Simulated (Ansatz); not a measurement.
Input for Ansatz (plane-wave DFT, PAW):

```yaml
crystal:
  lattice:
    - [4.4408455235, -2.5565097336, 0.00238562]
    - [4.4408455235, 2.5565097336, 0.00238562]
    - [-0.0035417648, 0.0, 6.4641374549]
  atoms:
    - { symbol: Sc, position: [0.3334249068, 0.3334249068, 0.4999888771] }
    - { symbol: Sc, position: [0.3334249068, 0.3334249068, 0.9999888771] }
    - { symbol: Sc, position: [0.0, 0.0, 0.25] }
    - { symbol: Sc, position: [0.0, 0.0, 0.75] }
    - { symbol: Sc, position: [0.6665750932, 0.6665750932, 1.11229e-05] }
    - { symbol: Sc, position: [0.6665750932, 0.6665750932, 0.5000111229] }
basis:
  ecutwfc: 420
kpoints:
  mp_grid: { grid: [8, 8, 6] }
hamiltonian:
  xc: pbe
scf:
  occupations: { method: gaussian, width: 0.1 }
output:
  forces: true
  stress: true
  eigenvalues: true
```

Run as
```bash
ansatz run input.yaml --threads 2 --pin off --max-ram 5120MiB --backend cpu --events-out ev --progress --plain --runs-dir out
```

Method: Ansatz, DFT PBE, scalar-relativistic, plane waves, PAW.

From the run's log, abridged:

```
Pseudopotentials: kind: paw
Pseudopotential: Sc, paw, valence charge 11, recommended cutoff 420 eV (normal)
Functional definition: PBE
Crystal: 6 atoms, lattice volume = 146.776 Å³
Basis set: ecut = 420 eV, 2895 PW (Γ), exchange–correlation on 72×72×90 points (8 copies of the dense FFT grid, shifted against one another)
Bands: 40, of which v1, the nominal top of the filled ones, is band 33 counted from 1 (32 counted from 0)
Symmetry: 8 space group operations
Space group: C2/m (ITA 12), of the structure as read, at distance tolerance 5.3e-5 Å
k-points: 114 of 384
Initial density: superposition of atomic densities (neutral atoms: chi_scale 0, normalization atom), corrected by the library's trained network
Initial wavefunctions: pseudopotential atomic-orbital guess
Functional: x = pbe(κ = 0.804, μ = 0.21951497), c = pbe(β = 0.06672455)
SCF iter   1: F=—  HF=-12814.535217 eV  |F-HF|=—  |Δ(HF+E_count)|=         —  Δρ=3.48e-3  dr2=2.55e-2  ethr=1.77e-3  ⟨swp⟩=6.2  Hψ=18506  notcnv=0
SCF iter   2: F=—  HF=-12814.532237 eV  |F-HF|=—  |Δ(HF+E_count)|=   2.98e-3  Δρ=1.83e-3  dr2=5.33e-3  ethr=3.87e-5  ⟨swp⟩=1.8  Hψ=5857  notcnv=0
SCF iter   3: F=—  HF=-12814.532522 eV  |F-HF|=—  |Δ(HF+E_count)|=   2.85e-4  Δρ=5.18e-4  dr2=3.90e-4  ethr=8.08e-6  ⟨swp⟩=2.0  Hψ=5354  notcnv=0
SCF iter   4: F=—  HF=-12814.532578 eV  |F-HF|=—  |Δ(HF+E_count)|=   5.68e-5  Δρ=9.96e-5  dr2=1.44e-5  ethr=5.91e-7  ⟨swp⟩=1.7  Hψ=4756  notcnv=0
SCF iter   5: F=—  HF=-12814.532601 eV  |F-HF|=—  |Δ(HF+E_count)|=   2.26e-5  Δρ=2.43e-5  dr2=7.13e-7  ethr=2.18e-8  ⟨swp⟩=2.3  Hψ=6745  notcnv=0
SCF iter   6: F=-12814.532601 eV  HF=-12814.532601 eV  |F-HF|=8.86e-10  |Δ(HF+E_count)|=   1.20e-7  Δρ=5.28e-6  dr2=3.49e-8  ethr=1.52e-10  ⟨swp⟩=7.6  Hψ=16576  notcnv=0
SCF 1 converged in 6 iterations: F = -12814.532601 eV  dr2 = 3.49e-8
SCF converged after 6 iterations
Free energy (F): -12814.532601 eV
Harris-Foulkes:  -12814.532601 eV  (|F-HF|=8.86e-10)
Internal energy: -12814.476207 eV  (E = F + TS)
E sigma→0 (E₀):  -12814.504404 eV
Entropy (-TS):   -0.056394 eV (-9.399 meV/atom)
Fermi energy:    9.281747 eV
--- Per-component energies (eV) ---
  E_band       = -1008.556698
  E_kinetic    = 1562.529467
  E_local      = -5058.047022  (includes V_loc(G=0)·N_el)
  E_nonlocal   = 500.078058
  E_hartree    = 1728.256814
  E_xc         = -624.495546
  E_vxc        = -772.893071  (∫ρ·V_xc dr)
  E_paw        = -5733.201976  (= ΣΔE_a)
  E_vpaw       = -696.740715  (= ΣTr[D̂ρ^β])
  E_aug_tail   = 0.000056  (compensation charges beyond the density's cutoff)
  E_ewald      = -5189.596058
  E_smearing   = -0.056394  (= −TS)
--- Forces (eV/Å), atoms counted from 1 ---
  atom   1  Sc    -0.00079783     0.00000000     0.00011114
  atom   2  Sc    -0.00079783     0.00000000     0.00011114
  atom   3  Sc     0.00000000     0.00000000     0.00000000
  atom   4  Sc     0.00000000     0.00000000     0.00000000
  atom   5  Sc     0.00079783     0.00000000    -0.00011114
  atom   6  Sc     0.00079783     0.00000000    -0.00011114
--- Stress (GPa, compression-positive) ---
       -0.058235       0.000000       0.000285
        0.000000       0.066313       0.000000
        0.000285       0.000000       0.022853
  P = ⅓ Tr σ = 0.0103 GPa (0.103 kbar)
--- Band table (eV; the first three rows and the last of 114) ---
  k-point 0: bands = ["-40.1111", "-40.0683", "-40.0512", "-40.0492", "-39.9961", "-39.9749", "-18.8670", "-18.8657", "-18.8375", "-18.8375", "-18.8362", "-18.7558", "-18.7544", "-18.7532", "-18.7346", "-18.6822", "-18.6818", "-18.6242", "-18.5232", "-18.5064", "-18.5061", "-18.5026", "-18.4780", "-18.4768", "4.2226", "7.4103", "7.8326", "8.4559", "8.4585", "8.5346", "8.7718", "8.7785", "9.2484", "9.2696", "9.2704", "9.2860", "10.0137", "10.9279", "10.9532", "10.9538"]
  k-point 1: bands = ["-40.1087", "-40.0724", "-40.0506", "-40.0482", "-39.9947", "-39.9763", "-18.8651", "-18.8637", "-18.8395", "-18.8381", "-18.8236", "-18.7515", "-18.7502", "-18.7365", "-18.7207", "-18.6881", "-18.6876", "-18.6388", "-18.5376", "-18.5196", "-18.5036", "-18.5032", "-18.4793", "-18.4782", "4.3412", "6.7530", "8.3837", "8.5072", "8.5104", "8.6111", "8.8024", "8.8099", "9.2136", "9.2154", "9.2287", "9.2360", "10.1726", "11.0081", "11.0091", "11.0264"]
  k-point 2: bands = ["-40.1020", "-40.0815", "-40.0492", "-40.0472", "-39.9908", "-39.9802", "-18.8597", "-18.8583", "-18.8449", "-18.8436", "-18.7853", "-18.7394", "-18.7382", "-18.7031", "-18.7025", "-18.6910", "-18.6824", "-18.6786", "-18.5767", "-18.5658", "-18.4969", "-18.4963", "-18.4832", "-18.4822", "4.6880", "5.9467", "8.6501", "8.6551", "8.7932", "8.8345", "8.8872", "8.8970", "9.0599", "9.0715", "9.1257", "9.1430", "10.6366", "11.0257", "11.0387", "11.0973"]
  k-point 113: bands = ["-40.0612", "-40.0612", "-40.0489", "-40.0489", "-40.0157", "-40.0157", "-18.9171", "-18.9171", "-18.8018", "-18.8018", "-18.7698", "-18.7698", "-18.6626", "-18.6626", "-18.6589", "-18.6589", "-18.6358", "-18.6358", "-18.6057", "-18.6057", "-18.5799", "-18.5799", "-18.4856", "-18.4856", "6.9694", "6.9694", "7.0265", "7.0265", "8.4501", "8.4501", "9.1873", "9.1873", "9.5650", "9.5650", "9.7107", "9.7107", "10.0344", "10.0344", "10.4759", "10.4759"]
```

Self-consistency was reached.

The run took 18 s on 2 threads of Arm Neoverse V1 (shared host), peak memory 0.72 GiB.